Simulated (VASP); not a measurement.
Here is a VASP 6.6.1 calculation.

The input POSCAR:

```
KCl
1.0
    3.7708086043      0.0000000000      0.0000000000
    0.0000000000      3.7708086043      0.0000000000
    0.0000000000      0.0000000000      3.7708086043
K Cl
1 1
Direct
    0.0000000000      0.0000000000      0.0000000000
    0.5000000000      0.5000000000      0.5000000000
```

File INCAR.step1:

```
SYSTEM = KCl
PREC = Accurate ; ENCUT = 520
EDIFF = 1E-5 ; ISMEAR = 0
SIGMA = 0.01 ; LREAL = .False.
LASPH = .True. ; NELM = 60
ALGO = Normal ; ISIF = 2
LWAVE = .True. ; LCHARG = .False.
GGA = PE ; NBANDS = 15
```

The input INCAR.step2:

```
SYSTEM = KCl
PREC = Accurate ; ENCUT = 520
EDIFF = 1E-6 ; ISMEAR = 0
SIGMA = 0.01 ; LREAL = .False.
LASPH = .True. ; NELM = 60
ALGO = Normal ; ISIF = 2
LWAVE = .False. ; LCHARG = .False.
GGA = PE ; LHFCALC = .True.
HFSCREEN = 0.2079 ; PRECFOCK = Normal
ISTART = 1 ; NBANDS = 15
```

KPOINTS

```
regular mesh
0
Gamma
  4 4 4
  0 0 0
```

Potentials or basis: VASP PAW PBE potentials, release 64 (K_sv, Cl).

Command:

```bash
$ cat potpaw_PBE.64/K_sv/POTCAR potpaw_PBE.64/Cl/POTCAR > POTCAR
$ cp INCAR.step1 INCAR
$ mpirun -np 1 vasp_std > vasp.out
$ cp INCAR.step2 INCAR
$ mpirun -np 1 vasp_std > vasp.out
```

(1) Estimate the pressure.

(2) Predict the band gap on the k mesh.

Results:

(1) 0.7 GPa.

(2) 6.37 eV, indirect (least direct gap 6.60 eV).

Caveat: the PAW data sets were made with another functional, which shifts forces and pressure a little.
